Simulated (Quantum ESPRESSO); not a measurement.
Crystal: BN.

```
CELL_PARAMETERS angstrom
0.00000 1.81300 1.81300
1.81300 0.00000 1.81300
1.81300 1.81300 0.00000
ATOMIC_POSITIONS crystal
N 0.25000 0.25000 0.25000
B 0.00000 0.00000 0.00000
```

The cell is a database's computed one.

Base run:

* Program: Quantum ESPRESSO 7.5
* Functional: WC
* Potentials or basis: GBRV 1.5 PBE
* Cutoff: 612 eV
* Density cutoff: 4898 eV
* k mesh: 10 × 10 × 10, shifted
* Occupations: fermi-dirac, width 0.05 eV
* Spin: no spin polarisation

Its results: pressure -5.3 GPa; electronic dielectric tensor (diagonal) 4.65.

**Question.** After a change of settings the same cell gave: pressure -6.3 GPa; electronic dielectric tensor (diagonal) 4.66. Which change was it?
A. functional from WC to AM05
B. functional from WC to BLYP
C. functional from WC to LDA; potentials or basis from GBRV 1.5 PBE to GBRV 1.5 LDA

**Answer.** A.

Caveats: the potentials were made for another functional, which shifts forces and pressure; the cell is more than 3 GPa from zero pressure, which shifts response properties.

Runs at the PBE level aren't shown here.
